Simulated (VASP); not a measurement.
# Y (P6_3/mmc) in VASP: notebook

The runs below take Y through relaxation of cell and atoms, with r2SCAN, r2SCAN+rVV10.

Everything below comes from runs of VASP 6.6.1. Logs are shortened: lines on timing, memory, paths and dates and some standing lists are left out, and cuts for length are marked.

## (1) The structure

It takes space group P6_3/mmc (No. 194, hexagonal). Conventional cell: a = 3.643 Å, b = 3.643 Å, c = 5.879 Å, α = 90.00°, β = 90.00°, γ = 120.00°. Around Y (site symmetry -6m2) lie 12 Y at 3.61 to 3.64 Å.

## (2) Relaxation of cell and atoms, r2SCAN

Input file INCAR:

```
PREC     = Accurate       # precision mode
ENCUT    = 600            # plane-wave cutoff, eV
EDIFF    = 1E-7           # SCF threshold, eV
ISMEAR   = 0              # smearing method
SIGMA    = 0.1            # smearing width, eV
LREAL    = False          # projectors in reciprocal space
LASPH    = True           # aspherical terms in the spheres
NELM     = 80             # most SCF steps
ALGO     = Normal         # electronic algorithm
ISIF     = 3              # what is computed and relaxed
LWAVE    = False          # write WAVECAR
LCHARG   = False          # write CHGCAR
METAGGA  = R2SCAN         # meta-GGA
LMIXTAU  = True         
IBRION   = 2              # ionic algorithm
NSW      = 90             # ionic steps
EDIFFG   = -0.005         # ionic threshold
```

Input file KPOINTS:

```
regular mesh
0
Gamma
  15 15 8
```

Input file POSCAR:

```
Y
1.0
    3.6425693900      0.0000000000      0.0000000000
   -1.8212847000      3.1545576300      0.0000000000
    0.0000000000      0.0000000000      5.8791583500
Y
2
Direct
    0.3333333300      0.6666666700      0.2500000000
    0.6666666700      0.3333333300      0.7500000000
```

Potentials or basis: VASP PAW PBE potentials, release 64 (Y_sv).

On the command line:

```sh
cat potpaw_PBE.64/Y_sv/POTCAR > POTCAR
mpirun -np 1 vasp_std > vasp.out
```

OUTCAR:

```text
PREC = Accurate
   ENCUT = 600
   EDIFF = 1E-7
   ISMEAR = 0
   LREAL = False
   LASPH = True
   NELM = 80
   ISIF = 3
   METAGGA = R2SCAN
   IBRION = 2
   NSW = 90
   EDIFFG = -0.005

 ion  position               nearest neighbor table
   1  0.333  0.667  0.250-   2 3.61   2 3.61   2 3.61   2 3.61   2 3.61   2 3.61
   2  0.667  0.333  0.750-   1 3.61   1 3.61   1 3.61   1 3.61   1 3.61   1 3.61

  LATTYP: Found a hexagonal cell.
 ALAT       =     3.6425693900
 C/A-ratio  =     1.6140140984

  Lattice vectors:

 A1 = (   3.6425693900,   0.0000000000,   0.0000000000)
 A2 = (  -1.8212847000,   3.1545576300,   0.0000000000)
 A3 = (   0.0000000000,   0.0000000000,   5.8791583500)

Analysis of symmetry for initial positions (statically):
=====================================================================
 Subroutine PRICEL returns:
 Original cell was already a primitive cell.

 Routine SETGRP: Setting up the symmetry group for a
 hexagonal supercell.

 Subroutine GETGRP returns: Found 24 space group operations
 (whereof 12 operations were pure point group operations)
 out of a pool of 24 trial point group operations.

The static configuration has the point symmetry D_3d.
 The point group associated with its full space group is D_6h.

Analysis of symmetry for dynamics (positions and initial velocities):
=====================================================================
 Subroutine PRICEL returns:
 Original cell was already a primitive cell.

 Routine SETGRP: Setting up the symmetry group for a
 hexagonal supercell.

 Subroutine GETGRP returns: Found 24 space group operations
 (whereof 12 operations were pure point group operations)
 out of a pool of 24 trial point group operations.

The dynamic configuration has the point symmetry D_3d.
 The point group associated with its full space group is D_6h.

 Subroutine INISYM returns: Found 24 space group operations
 (whereof 12 operations are pure point group operations),
 and found     1 'primitive' translations

----------------------------------------------------------------------------------------

                                     Primitive cell

  volume of cell :      67.5556

  direct lattice vectors                    reciprocal lattice vectors
     3.642569390  0.000000000  0.000000000     0.274531489  0.158500830  0.000000000
    -1.821284700  3.154557630  0.000000000     0.000000000  0.317001658  0.000000000
     0.000000000  0.000000000  5.879158350     0.000000000  0.000000000  0.170092374

  length of vectors
     3.642569390  3.642569395  5.879158350     0.317001659  0.317001658  0.170092374

  position of ions in fractional coordinates (direct lattice)
     0.333333330  0.666666670  0.250000000
     0.666666670  0.333333330  0.750000000

  ion indices of the primitive-cell ions
   primitive index   ion index
                 1           1
                 2           2

----------------------------------------------------------------------------------------

 KPOINTS: regular mesh

Automatic generation of k-mesh.
 Grid dimensions read from file:
 generate k-points for:   15   15    8

 Generating k-lattice:

  Cartesian coordinates                     Fractional coordinates (reciprocal lattice)
     0.018302099  0.010566722  0.000000000     0.066666667 -0.000000000  0.000000000
     0.000000000  0.021133444  0.000000000     0.000000000  0.066666667  0.000000000
     0.000000000  0.000000000  0.021261547     0.000000000  0.000000000  0.125000000

  Length of vectors
     0.021133444  0.021133444  0.021261547

  Shift w.r.t. Gamma in fractional coordinates (k-lattice)
     0.000000000  0.000000000  0.000000000

 Subroutine IBZKPT returns following result:
 ===========================================

 Found    135 irreducible k-points:

 Following reciprocal coordinates:
            Coordinates               Weight
  0.000000  0.000000  0.000000      1.000000
  0.066667  0.000000  0.000000      6.000000
  0.133333  0.000000  0.000000      6.000000
  0.200000 -0.000000  0.000000      6.000000
  0.266667  0.000000  0.000000      6.000000
  0.333333  0.000000  0.000000      6.000000
[... 16 lines left out ...]
  0.333333  0.200000  0.000000     12.000000
  0.400000  0.200000  0.000000      6.000000
 [... further k-points ...]
   k-points           NKPTS =    135   k-points in BZ     NKDIM =    135   number of bands    NBANDS=     15
   number of dos      NEDOS =    301   number of ions     NIONS =      2
   total plane-waves  NPLWV =  43200
   dimension x,y,z NGX =    30 NGY =   30 NGZ =   48
   dimension x,y,z NGXF=    60 NGYF=   60 NGZF=   96
   ions per type =               2
   NGX,Y,Z   is equivalent  to a cutoff of  13.69, 13.69, 13.57 a.u.
   NGXF,Y,Z  is equivalent  to a cutoff of  27.38, 27.38, 27.15 a.u.
 SYSTEM =  unknown system
   PREC   = accura    normal or accurate (medium, high low for compatibility)
   ISTART =      0    job   : 0-new  1-cont  2-samecut
   ICHARG =      2    charge: 1-file 2-atom 10-const
   ISPIN  =      1    spin polarized calculation?
   LNONCOLLINEAR =      F non collinear calculations
   LSORBIT =      F    spin-orbit coupling
   LASPH  =      T    aspherical Exc in radial PAW
   ENCUT  =  600.0 eV  44.10 Ry    6.64 a.u.   7.28  7.28 11.74*2*pi/ulx,y,z
   NELM   =     80;   NELMIN=  2; NELMDL= -5     # of ELM steps
   EDIFF  = 0.1E-06   stopping-criterion for ELM
   LREAL  =      F    real-space projection
   EDIFFG = -.5E-02   stopping-criterion for IOM
   NSW    =     90    number of steps for IOM
   IBRION =      2    ionic relax: 0-MD 1-quasi-New 2-CG
   NFREE  =      1    steps in history (QN), initial steepest desc. (CG)
   ISIF   =      3    stress and relaxation
   ISYM   =      2    0-nonsym 1-usesym 2-fastsym
   POTIM  = 0.5000    time-step for ionic-motion
   TEBEG  =    0.0;   TEEND  =   0.0 temperature during run
   PSTRESS=    0.0 pullay stress
   NELECT =      22.0000    total number of electrons
   NUPDOWN=      -1.0000    fix difference up-down
   EMIN   =  10.00;   EMAX   =-10.00  energy-range for DOS
   EFERMI =   0.00;   METHOD = LEGACY
   ISMEAR =     0;   SIGMA  =   0.10  broadening in eV -4-tet -1-fermi 0-gaus
   EFERMI_NEDOS =   21; number of points for ismear=-14 and -15
   IALGO  =     38    algorithm
   IMIX   =      4    mixing-type and parameters
     AMIX     =   0.40;   BMIX     =  1.00
     AMIX_MAG =   1.60;   BMIX_MAG =  1.00
  volume/ion in A,a.u.               =      33.78       227.94
  Fermi-wavevector in a.u.,A,eV,Ry     =   1.126320  2.128437 17.260315  1.268597
  Thomas-Fermi vector in A             =   2.263002
   LORBIT       =      0    0 simple, 1 ext, 2 COOP (PROOUT), +10 PAW based schemes
   METAGGA = R2SCAN    functional components
   LHFCALC =     F    Hartree Fock is set to
   AEXX    =    0.0000 exact exchange contribution
   IVDW    =     0    specifies the selected vdW correction
   LEPSILON=     F    determine dielectric tensor
   LRPA    =     F    only Hartree local field effects (RPA)
 conjugate gradient relaxation of ions
 non-spin polarized calculation
 Gauss-broadening in eV      SIGMA  =   0.10
  energy-cutoff  :      600.00
  volume of cell :       67.56
 maximum number of plane-waves:      2297
 NGX is ok and might be reduce to    30

--------------------------------------- Ionic step        1  -------------------------------------------

 number of electron      22.0000001 magnetization

 Free energy of the ion-electron system (eV)
  ---------------------------------------------------
  ext. energy  EPLUGINS =         0.00000000
  ---------------------------------------------------
  free energy    TOTEN  =       -40.53725830 eV

  energy without entropy =      -40.51647758  energy(sigma->0) =      -40.52686794

------------------------ aborting loop because EDIFF is reached ----------------------------------------

  FORCE on cell =-STRESS in cart. coord.  units (eV):
  Direction    XX          YY          ZZ          XY          YZ          ZX
  --------------------------------------------------------------------------------------
  -------------------------------------------------------------------------------------
  Total        0.2480649      0.2480649     -0.7731665     -0.0000000      0.0000000      0.0000000
  in kB        5.8832109      5.8832109    -18.3367400     -0.0000000      0.0000000      0.0000000
  external PRESSURE =      -2.1901061 kB  Pullay stress =       0.0000000 kB
[... 93 lines left out ...]
  energy  without entropy=      -40.5342978051  energy(sigma->0) =      -40.54332872

--------------------------------------- Ionic step        4  -------------------------------------------

 number of electron      22.0000001 magnetization

 E-fermi :   2.9494     XC(G=0): -10.0013

 val. band max:        2.9435631110   @ k =   0.4000   0.2000   0.3750
 cond. band min:       2.9509622477   @ k =   0.2000   0.2000   0.3750
 fundamental gap:      0.0073991367
 Fermi energy:         2.9494053510

 k-point     1 :       0.0000    0.0000    0.0000
  band No.  band energies     occupation
      1     -41.2656      2.00000
      2     -41.1875      2.00000
      3     -20.8984      2.00000
      4     -20.4137      2.00000
      5     -20.4137      2.00000
      6     -20.3211      2.00000
      7     -20.3211      2.00000
      8     -20.2904      2.00000
      9      -1.9341      2.00000
     10       1.1108      2.00000
     11       3.7426      0.00000
     12       4.9078      0.00000
     13       4.9078      0.00000
     14       5.3551      0.00000
     15       5.5869      0.00000
[... 397 lines left out ...]
 k-point    24 :       0.4000    0.2000    0.0000
  band No.  band energies     occupation
      1     -41.1982      2.00000
      2     -41.1824      2.00000
      3     -20.7388      2.00000
      4     -20.6343      2.00000
      5     -20.6037      2.00000
      6     -20.5882      2.00000
      7     -20.4818      2.00000
      8     -20.4513      2.00000
      9       1.7086      2.00000
     10       2.1902      2.00000
     11       2.2587      2.00000
     12       2.4855      2.00000
     13       4.2567      0.00000
     14       4.3419      0.00000
     15       5.3805      0.00000

 [... further k-points ...]

------------------------ aborting loop because EDIFF is reached ----------------------------------------

  FORCE on cell =-STRESS in cart. coord.  units (eV):
  Direction    XX          YY          ZZ          XY          YZ          ZX
  --------------------------------------------------------------------------------------
  -------------------------------------------------------------------------------------
  Total        0.0636267      0.0636267      0.0405121     -0.0000000     -0.0000000      0.0000000
  in kB        1.5268135      1.5268135      0.9721466     -0.0000000     -0.0000000      0.0000000
  external PRESSURE =       1.3419246 kB  Pullay stress =       0.0000000 kB
[... 57 lines left out ...]
  energy  without entropy=      -40.5343261455  energy(sigma->0) =      -40.54339167

--------------------------------------- Ionic step        6  -------------------------------------------

 number of electron      22.0000001 magnetization

 Free energy of the ion-electron system (eV)
  ---------------------------------------------------
  ext. energy  EPLUGINS =         0.00000000
  ---------------------------------------------------
  free energy    TOTEN  =       -40.55247331 eV

  energy without entropy =      -40.53438595  energy(sigma->0) =      -40.54342963

 E-fermi :   2.9340     XC(G=0):  -9.9884

 val. band max:        2.9286346294   @ k =   0.4000   0.2000   0.3750
 cond. band min:       2.9362389262   @ k =   0.2000   0.2000   0.3750
 fundamental gap:      0.0076042968
 Fermi energy:         2.9340218939

 k-point     1 :       0.0000    0.0000    0.0000
  band No.  band energies     occupation
      1     -41.2892      2.00000
      2     -41.2120      2.00000
      3     -20.9184      2.00000
      4     -20.4387      2.00000
      5     -20.4387      2.00000
      6     -20.3467      2.00000
      7     -20.3467      2.00000
      8     -20.3158      2.00000
      9      -1.9446      2.00000
     10       1.1014      2.00000
     11       3.7225      0.00000
     12       4.8886      0.00000
     13       4.8886      0.00000
     14       5.3402      0.00000
     15       5.5663      0.00000
[... 397 lines left out ...]
 k-point    24 :       0.4000    0.2000    0.0000
  band No.  band energies     occupation
      1     -41.2228      2.00000
      2     -41.2071      2.00000
      3     -20.7596      2.00000
      4     -20.6560      2.00000
      5     -20.6266      2.00000
      6     -20.6110      2.00000
      7     -20.5058      2.00000
      8     -20.4751      2.00000
      9       1.6915      2.00000
     10       2.1761      2.00000
     11       2.2493      2.00000
     12       2.4669      2.00000
     13       4.2390      0.00000
     14       4.3243      0.00000
     15       5.3616      0.00000

 [... further k-points ...]

------------------------ aborting loop because EDIFF is reached ----------------------------------------

  FORCE on cell =-STRESS in cart. coord.  units (eV):
  Direction    XX          YY          ZZ          XY          YZ          ZX
  --------------------------------------------------------------------------------------
  -------------------------------------------------------------------------------------
  Total        0.0012440      0.0012440      0.0009183     -0.0000000     -0.0000000     -0.0000000
  in kB        0.0297595      0.0297595      0.0219678     -0.0000000     -0.0000000     -0.0000000
  external PRESSURE =       0.0271622 kB  Pullay stress =       0.0000000 kB
[... 17 lines left out ...]
  FREE ENERGIE OF THE ION-ELECTRON SYSTEM (eV)
  ---------------------------------------------------
  free  energy   TOTEN  =       -40.5524733075 eV

  energy  without entropy=      -40.5343859540  energy(sigma->0) =      -40.54342963

 reached required accuracy - stopping structural energy minimisation
```

Wall time 28 min (1 thread of Intel Xeon 6975P-C (Granite Rapids), shared host); peak memory 0.35 GiB.

What came out:

```yaml
Free_energy: -40.5525 eV
Relaxed_volume: 33.49 Å³/atom
Relaxed_cell: a = 3.684 Å, b = 3.684 Å, c = 5.700 Å, α = 90.00°, β = 90.00°, γ = 120.00°
Space_group_after_relaxing_to_0.05_Å: P6_3/mmc (No. 194)
Energy_gained_by_relaxing: 7.6 meV/atom
Ionic_steps: 6
Pressure_after_relaxing: 0.0 GPa
Band_gap_on_the_k_mesh: none (metal or under the smearing width)
```

Step by step:
| step | energy change (eV) | largest force (eV/Å) | pressure (GPa) | volume (Å³) |
| --- | --- | --- | --- | --- |
| 1 | 0.0000 | 0.0000 | -0.22 | 67.56 |
| 2 | -0.0126 | 0.0000 | -0.02 | 67.09 |
| 3 | -0.0151 | 0.0000 | 0.12 | 66.80 |
| 4 | -0.0151 | 0.0000 | 0.13 | 66.77 |
| 5 | -0.0152 | 0.0000 | -0.05 | 67.07 |
| 6 | -0.0152 | 0.0000 | 0.00 | 66.98 |

Final structure:
```cif
data_structure
_symmetry_space_group_name_H-M 'P 1'
_symmetry_Int_Tables_number 1
_cell_length_a 3.6836
_cell_length_b 3.6836
_cell_length_c 5.6996
_cell_angle_alpha 90.000
_cell_angle_beta 90.000
_cell_angle_gamma 120.000
_cell_volume 66.98
loop_
_atom_site_label
_atom_site_type_symbol
_atom_site_fract_x
_atom_site_fract_y
_atom_site_fract_z
_atom_site_occupancy
Y1 Y 0.33333 0.66667 0.25000 1
Y2 Y 0.66667 0.33333 0.75000 1
```

Caveat: the PAW data sets were made with another functional, which shifts forces and pressure a little.

## (3) Relaxation of cell and atoms, r2SCAN+rVV10

INCAR, as its differences from that of step 2:

```diff
@@ -14,2 +14,6 @@
 LMIXTAU  = True         
+LUSE_VDW = True         
+IVDW_NL  = 2            
+BPARAM   = 11.95        
+CPARAM   = 0.0093       
 IBRION   = 2              # ionic algorithm
```

KPOINTS is that of step 2.

POSCAR is that of step 2.

Potentials or basis: VASP PAW PBE potentials, release 64 (Y_sv).

On the command line:

```sh
cat potpaw_PBE.64/Y_sv/POTCAR > POTCAR
mpirun -np 1 vasp_std > vasp.out
```

It took 37 min on 1 thread of Intel Xeon 6975P-C (Granite Rapids), shared host; peak memory 0.5 GiB.

It converged, with:

```
Free energy                            : -40.0890 eV
Relaxed volume                         : 33.10 Å³/atom
Relaxed cell                           : a = 3.670 Å, b = 3.670 Å, c = 5.675 Å, α = 90.00°, β = 90.00°, γ = 120.00°
Space group after relaxing (to 0.05 Å) : P6_3/mmc (No. 194)
Energy gained by relaxing              : 8.9 meV/atom
Ionic steps                            : 6
Pressure after relaxing                : 0.0 GPa
Band gap on the k mesh                 : none (metal or under the smearing width)
```

Step by step:
| step | energy change (eV) | largest force (eV/Å) | pressure (GPa) | volume (Å³) |
| --- | --- | --- | --- | --- |
| 1 | 0.0000 | 0.0000 | -0.68 | 67.56 |
| 2 | -0.0151 | 0.0000 | 0.08 | 66.16 |
| 3 | -0.0165 | 0.0000 | 0.39 | 65.64 |
| 4 | -0.0165 | 0.0000 | 0.42 | 65.59 |
| 5 | -0.0179 | 0.0000 | -0.05 | 66.29 |
| 6 | -0.0179 | 0.0000 | 0.01 | 66.20 |

Final structure:
```
Y
1.0
     3.67028    0.00000    0.00000
    -1.83514    3.17856    0.00000
     0.00000    0.00000    5.67478
Y
2
Direct
  0.33333 0.66667 0.25000
  0.66667 0.33333 0.75000
```

Levels at points of the mesh, in eV from the Fermi level:
```
           k point  band 9  band 10  band 11  band 12  band 13  band 14
(0.00, 0.00, 0.00)   -4.90    -1.85     0.83     1.97     1.97     2.43
(0.00, 0.00, 0.50)   -3.39    -3.39     1.13     1.13     1.88     1.88
```

Caveat: the PAW data sets were made with another functional, which shifts forces and pressure a little.
